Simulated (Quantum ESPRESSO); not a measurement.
Runs of Quantum ESPRESSO 7.5 on C. The structure is cubic, space group Fd-3m (No. 227). Conventional cell: a = 3.567 Å, b = 3.567 Å, c = 3.567 Å, α = 90.00°, β = 90.00°, γ = 90.00°. C (site symmetry -43m) has 4 C at 1.54 Å as nearest neighbours. This isn't the form of C at room conditions, which is graphite.

| level | potentials or basis | form of the LDA correlation | pressure (GPa) |
| --- | --- | --- | --- |
| WC | PseudoDojo 0.4.1 SR PBE standard | - | (b) |
| PBEsol | PseudoDojo 0.4.1 SR PBEsol standard | - | -3.3 |
| PBE | PseudoDojo 0.4.1 SR PBE standard | - | 1.8 |
| LDA | PseudoDojo 0.4.1 SR LDA standard | PW92 | -11.2 |
| BLYP | PseudoDojo 0.4.1 SR PBE standard | - | (a) |
| AM05 | PseudoDojo 0.4.1 SR PBE standard | - | -5.5 |

Alike in all rows: task dielectric tensor; no spin polarisation; cell as given; k mesh 14 × 14 × 14, shifted; cutoff (eV) 1116; smearing fermi-dirac 0.05 eV.

**Question.** Estimate the missing entries.

**Answer.** (a) 16.2; (b) -2.4.

Caveats: the cell is more than 3 GPa from zero pressure, which shifts response properties (some runs); the potentials were made for another functional, which shifts forces and pressure (some runs).
